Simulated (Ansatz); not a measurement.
## Si (Ia-3), random displacements

The calculation used Ansatz 0.2.0, DFT LDA, scalar-relativistic, plane waves, PAW. Settings: plane waves to 420 eV, k-mesh 8×8×8 (Γ-centred), Gaussian smearing 0.15 eV. No spin polarisation. Energies are free energies at this smearing, counted from the undisturbed cell; pressure is positive in compression.

The starting cell (relaxed at this level; this form isn't the usual structure):

```
CELL_PARAMETERS angstrom
-3.28369 3.28369 3.28369
3.28369 -3.28369 3.28369
3.28369 3.28369 -3.28369
ATOMIC_POSITIONS crystal
Si 0.20448 0.20448 0.20448
Si 0.50000 0.00000 0.29552
Si 0.29552 0.50000 0.00000
Si 0.00000 0.29552 0.50000
Si 0.79552 0.79552 0.79552
Si 0.50000 0.00000 0.70448
Si 0.70448 0.50000 0.00000
Si 0.00000 0.70448 0.50000
```

The atoms are displaced (Å, in the unstrained cell):

| atom | ux | uy | uz |
| --- | --- | --- | --- |
| Si1 | -0.146 | -0.123 | 0.083 |
| Si2 | 0.177 | -0.067 | -0.193 |
| Si3 | -0.101 | -0.009 | -0.052 |
| Si4 | 0.182 | -0.087 | 0.136 |
| Si5 | -0.066 | -0.009 | -0.099 |
| Si6 | -0.222 | 0.165 | -0.030 |
| Si7 | 0.347 | -0.078 | 0.173 |
| Si8 | -0.172 | 0.208 | -0.019 |

Strain (Voigt, engineering shear): (0.0241, -0.0569, -0.0465, -0.1297, -0.1894, -0.0092).

Problem. What are the energy change, the stress and the forces?

Solution. ΔE = 887.9 meV/atom; stress (xx, yy, zz, yz, xz, xy; compression positive) (14.04, 37.96, 36.35, -0.32, 15.52, -11.13) GPa.
| atom | Fx (eV/Å) | Fy | Fz |
| --- | --- | --- | --- |
| Si1 | 4.49 | 2.58 | 2.00 |
| Si2 | -1.20 | 1.62 | 0.24 |
| Si3 | 1.53 | -1.19 | 0.04 |
| Si4 | -8.49 | 7.41 | -9.05 |
| Si5 | -5.64 | -0.72 | -2.46 |
| Si6 | 3.10 | -1.59 | 3.21 |
| Si7 | -1.93 | 1.79 | -0.18 |
| Si8 | 8.14 | -9.89 | 6.20 |

Cost: 1 run of about 1.7 core-minutes, on AMD EPYC 7R43 (Zen 3) (shared hosts).